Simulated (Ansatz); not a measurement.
# BaTiO3 (P4mm) in Ansatz: band structure with PBE0

Aim: the band structure of BaTiO3 with PBE0.

Program: Ansatz 0.2.0. These are calculated values, not measurements. Logs are shortened: lines on timing, memory, paths and dates and some standing lists are left out, and cuts for length are marked.

## (1) The crystal as given

It takes space group P4mm (No. 99, tetragonal). The conventional cell has a = 4.000 Å, b = 4.000 Å, c = 4.018 Å, α = 90.00°, β = 90.00°, γ = 90.00°. Around Ba (site symmetry 4mm) lie 12 O at 2.79 to 2.88 Å. Around Ti (site symmetry 4mm) lie 6 O at 1.89 to 2.13 Å. O (site symmetry 2mm) has 2 Ti at 2.00 Å as nearest neighbours. O (site symmetry 4mm) is surrounded by 2 Ti at 1.89 to 2.13 Å.

## (2) Band structure, PBE0

File input:

```
crystal:
  lattice:
    - [3.9998, 0.0, 0.0]
    - [0.0, 3.9998, 0.0]
    - [0.0, 0.0, 4.018]
  atoms:
    - { symbol: Ba, position: [0.0, 0.0, 0.0] }
    - { symbol: Ti, position: [0.5, 0.5, 0.49] }
    - { symbol: O, position: [0.0, 0.5, 0.517] }
    - { symbol: O, position: [0.5, 0.0, 0.517] }
    - { symbol: O, position: [0.5, 0.5, 0.019] }
hamiltonian:
  xc: pbe0
  pseudopotentials: { kind: paw }
kpoints:
  mp_grid: { grid: [6, 6, 6] }
  band_path:
    path:
      - [[0.0, 0.0, 0.0], [0.0, 0.5, 0.0], [0.5, 0.5, 0.0], [0.0, 0.0, 0.0], [0.0, 0.0, 0.5], [0.0, 0.5, 0.5], [0.5, 0.5, 0.5], [0.0, 0.0, 0.5]]
      - [[0.0, 0.5, 0.0], [0.0, 0.5, 0.5]]
      - [[0.5, 0.5, 0.0], [0.5, 0.5, 0.5]]
    npoints: 4
scf:
  occupations: { method: fermi_dirac, width: 0.05 }
  n_extra_bands: 12
output:
  forces: true
  stress: true
  eigenvalues: true
  fatbands: false
```

Potentials or basis: Ansatz PAW.

The log of the run:

```text
Warning: output.stress: scf.convergence.dr2_threshold = 1e-7 eV (the SCF's general default) is looser than the 5e-10 eV advised for a printed stress (1e-10 eV for each atom of the cell: 5). What an SCF threshold leaves in a stress goes as its square root, and in the free energy as the threshold itself, and one threshold admits the most on a small cell: of the crystals measured, under no hybrid functional and no lock of the moments, on runs that ended without the residual-converged pass, on stresses that held no estimate of that error, the worst erred by over 100 MPa in a component at 1e-7 eV an atom and by under 5 at 1e-10. Set scf.convergence.dr2_threshold to 5e-10 eV or tighter. The threshold is an SCF's pass mark: one that does not reach it within its budget of iterations ends unconverged, or closes short of it on a stop that the run arms, and scf.convergence.dr2_threshold's page says what that costs each kind of run
Warning: output.stress: scf.exx.energy_threshold = 1e-6 eV is looser than the 5e-8 eV advised for a stress under a hybrid functional (1e-8 eV for each atom of the cell: 5). Every SCF of the exchange loop can meet its threshold on dr2 while the loop round them stops early: no threshold on dr2 bounds what that leaves in the stress. Set scf.exx.energy_threshold to 5e-8 eV or tighter. The threshold is the loop's pass mark: a loop that does not reach it within its budget of cycles ends unconverged, and scf.exx.energy_threshold's page has the law
scf.n_extra_bands = 12 over 20 filled bands (N_el = 40.0): the run solves 32 bands
GPUs: using 1 of 1 available (devices: 1).
Engine: ansatz 0.2.0, x86_64-unknown-linux-gnu
Pseudopotentials: kind: paw
Pseudopotential: Ba, paw, valence charge 10, recommended cutoff 420 eV (normal), Ba.paw.azcp
Pseudopotential: Ti, paw, valence charge 12, recommended cutoff 420 eV (normal), Ti.paw.azcp
Pseudopotential: O, paw, valence charge 6, recommended cutoff 420 eV (normal), O.paw.azcp
Functional definition: PBE0
  parameter a = 0.25
  parameter kappa = 0.804
  parameter beta = 0.06672455060314922
  exchange = (1 - a)*pbe_x(kappa = kappa, mu = beta*pi^2/3) + a*exact_x
  correlation = pbe_c(beta = beta)
device memory: the entry about to start is reckoned to put 1.4 GiB on a device that reports 69.9 GiB free (of which the cap on the GPU budget leaves the run 18.0 GiB)
GPU FFT provider: cuFFT
GPU libraries: cuBLAS 13.8.2, cuFFT 12.4.0, cuSOLVER 12.3.4
Crystal: 5 atoms, lattice volume = 64.282 Å³
Basis set: ecut = 420 eV, 1237 PW (Γ), exchange–correlation on 54×54×54 points (8 copies of the dense FFT grid, shifted against one another)
Bands: 32, of which v1, the nominal top of the filled ones, is band 20 counted from 1 (19 counted from 0)
Symmetry: 8 space group operations
Space group: P4mm (ITA 99), of the structure as read, at distance tolerance 4.0e-5 Å
k-points: 40 of 216 (time reversal used)
Non-local potential: Ba, projectors of the file, l = 0: 3, l = 1: 2, l = 2: 2, l = 3: 2
Non-local potential: Ti, projectors of the file, l = 0: 3, l = 1: 2, l = 2: 3, l = 3: 1
Non-local potential: O, projectors of the file, l = 0: 2, l = 1: 2, l = 2: 1
PAW form: soft (Blöchl's): semilocal exchange-correlation on the pseudo side does not see the compensation charge
[... 64 lines left out ...]
SCF iter   2: F=-10162.942640 eV  HF=-10162.942640 eV  |F-HF|=1.31e-10  |Δ(HF+E_count)|=   1.78e-9  Δρ=1.11e-6  dr2=1.08e-9  ethr=1.28e-11  ⟨swp⟩=3.3  Hψ=2570  notcnv=0
SCF 4 converged in 2 iterations: F = -10162.942640 eV  dr2 = 1.08e-9
  Residual-converged pass: ⟨swp⟩=3.1  Hψ=2856  notcnv=0  max |occ|·‖R‖ = 1.0e-6 eV (tolerance 1.1e-6 eV)  dr2=1.08e-9  dr2_onsite=8.58e-11  max |Δocc| = 1.9e-28
hybrid outer 3: dexx = +2.563e-9 eV, tail = 2.41e-9 eV, Δε = 1.41e-4 eV (about 2.90e-5 eV left of the loop's levels), ΔF = 1.25e-4 eV/Å (tail 3.40e-4)
device memory: the entry about to start is reckoned to put 0.6 GiB on a device that reports 74.4 GiB free (of which the cap on the GPU budget leaves the run 18.0 GiB)
NSCF: frozen V_eff on 39 k-points, pencils in batches of 32, up to order 144
hybrid SCF converged: 3 outer / 17 inner (+2 warm-up), last move |dexx| = 2.56e-9 eV, tail = 2.41e-9 eV
Stability not checked: this state was not tested for a lower state beside it, because the functional holds exact exchange (a hybrid, or Hartree-Fock), whose exchange loop this test does not read (fock_operator; see scf.lower_state_search)
Free energy (F): -10162.942640 eV
Frozen-core exchange: fock
Harris-Foulkes:  -10162.942640 eV  (|F-HF|=1.31e-10)
Internal energy: -10162.942640 eV  (E = F + TS)
E sigma→0 (E₀):  -10162.942640 eV
Fermi energy:    10.905588 eV
--- Per-component energies (eV) ---
  E_band       = -241.097532
  E_kinetic    = 971.870888
  E_local      = -2089.253432  (includes V_loc(G=0)·N_el)
  E_nonlocal   = 196.570984
  E_hartree    = 813.243680
  E_xc         = -380.133645
  E_vxc        = -422.761523  (∫ρ·V_xc dr)
  E_exx        = -133.589307  (= α·E_x^exact, valence–valence)
  E_paw        = -6724.885152  (= ΣΔE_a)
  E_vpaw       = -256.840313  (= ΣTr[D̂ρ^β])
  E_aug_tail   = 0.007366  (compensation charges beyond the density's cutoff)
  E_ewald      = -2816.377938
  E_core_change = -0.396082  (= ΣΔE_core)
  E_smearing   = -0.000000  (= −TS)
  E_closure    = -0.000002  (closes the sum)
  Σ components = -10162.942640   (vs F -10162.942640, Δ=1.82e-12)
--- Forces (eV/Å), atoms counted from 1 ---
  atom   1  Ba     0.00000000     0.00000000     0.03781998
  atom   2  Ti    -0.00000000     0.00000000    -0.29997307
  atom   3  O     -0.00000000    -0.00000000    -0.15195969
  atom   4  O     -0.00000000    -0.00000000    -0.15195969
  atom   5  O      0.00000000     0.00000000     0.56602434
  max |Σ_I F_I| component: 4.81e-5 eV/Å
--- Stress (GPa, compression-positive) ---
       -3.326538       0.000000       0.000000
        0.000000      -3.326538       0.000000
        0.000000       0.000000      -2.619338
  P = ⅓ Tr σ = -3.0908 GPa (-30.908 kbar)
--- Band table (eV; the first three rows and the last of 40) ---
  k-point 0: bands = ["-52.0745", "-26.6638", "-26.6279", "-26.6279", "-17.1530", "-9.6282", "-8.9662", "-8.8985", "-1.3218", "-1.3218", "-1.3198", "6.3270", "6.3544", "6.3544", "7.5673", "7.5673", "7.6581", "8.6352", "8.6769", "8.6769", "12.8792", "13.0835", "13.0835", "15.0392", "15.1372", "16.2622", "16.3349", "18.6486", "20.0059", "20.0059", "20.0198", "23.8839"]
  k-point 1: bands = ["-52.0744", "-26.6763", "-26.6271", "-26.6271", "-17.1183", "-9.6351", "-8.9461", "-8.8902", "-1.2732", "-1.2732", "-1.2006", "5.8370", "6.2703", "6.2703", "7.3037", "7.3037", "7.4438", "8.0308", "8.5406", "8.5406", "12.9152", "13.5636", "13.5636", "15.0393", "15.8422", "16.7629", "16.8627", "19.3384", "19.9197", "20.3187", "20.3187", "23.8634"]
  k-point 2: bands = ["-52.0740", "-26.7014", "-26.6255", "-26.6255", "-17.0472", "-9.7485", "-8.8735", "-8.7877", "-1.1717", "-1.1717", "-0.9613", "4.8838", "6.0220", "6.0220", "6.9538", "6.9538", "7.0617", "7.1608", "8.2996", "8.2996", "12.9894", "14.4347", "14.4347", "15.0412", "16.8754", "17.8228", "18.1228", "19.7184", "20.9381", "20.9381", "21.0486", "23.2916"]
  k-point 39: bands = ["-52.0723", "-26.7054", "-26.6720", "-26.6720", "-16.8413", "-8.7496", "-8.6457", "-8.6457", "-2.1323", "-2.1323", "-2.1060", "3.9082", "4.6731", "4.7178", "6.3626", "6.3626", "6.3958", "8.8017", "8.8017", "8.8916", "15.5768", "15.5768", "15.5974", "17.8769", "18.0436", "18.0436", "19.1783", "19.3552", "21.8414", "21.8927", "23.3179", "23.3323"]
```

Wall time 2.1 min (1 × NVIDIA H100 80GB HBM3 with 2 threads of AMD EPYC 7R13 (Zen 3), shared host); peak memory 4.4 GiB.

What came out:

```yaml
Free_energy: -10162.9426 eV
Pressure: -3.1 GPa
Largest_force: 0.566 eV/Å
Band_gap_on_the_k_mesh: 3.99 eV, indirect (least direct gap 4.20 eV)
Band_gap_along_the_path: 3.99 eV, indirect (least direct gap 4.20 eV)
```

Forces in eV/Å, atoms in the order of the input:
```
Ba   0.000  0.000  0.038
Ti   0.000  0.000 -0.300
O    0.000  0.000 -0.152
O    0.000  0.000 -0.152
O    0.000  0.000  0.566
```

Levels at the corners of the path, in eV from the valence-band top:
| point | band 17 | band 18 | band 19 | band 20 | band 21 | band 22 | band 23 | band 24 |
| --- | --- | --- | --- | --- | --- | --- | --- | --- |
| Γ | -1.23 | -0.26 | -0.21 | -0.21 | 3.99 | 4.19 | 4.19 | 6.15 |
| X | -1.92 | -1.81 | -0.95 | -0.86 | 4.33 | 5.90 | 5.92 | 6.21 |
| M | -1.95 | -1.00 | -1.00 | -0.06 | 5.95 | 5.95 | 6.47 | 6.95 |
| Γ | -1.23 | -0.26 | -0.21 | -0.21 | 3.99 | 4.19 | 4.19 | 6.15 |
| Z | -2.05 | -2.00 | -0.70 | -0.70 | 4.14 | 5.96 | 5.96 | 6.15 |
| R | -1.89 | -0.93 | -0.91 | -0.14 | 5.94 | 5.98 | 6.43 | 7.09 |
| A | -2.50 | -0.09 | -0.09 | 0.00 | 6.69 | 6.69 | 6.71 | 8.99 |
| Z | -2.05 | -2.00 | -0.70 | -0.70 | 4.14 | 5.96 | 5.96 | 6.15 |
| X | -1.92 | -1.81 | -0.95 | -0.86 | 4.33 | 5.90 | 5.92 | 6.21 |
| R | -1.89 | -0.93 | -0.91 | -0.14 | 5.94 | 5.98 | 6.43 | 7.09 |
| M | -1.95 | -1.00 | -1.00 | -0.06 | 5.95 | 5.95 | 6.47 | 6.95 |
| A | -2.50 | -0.09 | -0.09 | 0.00 | 6.69 | 6.69 | 6.71 | 8.99 |

Caveat: the pressure holds a Pulay correction of +0.4 GPa for the finite cutoff; spin-orbit coupling is left out, which moves the levels of the heavy elements; the PAW data sets come from PBE, with cores solved anew for the run's functional, which leaves a small shift of forces and pressure; the thresholds are loose for stress.
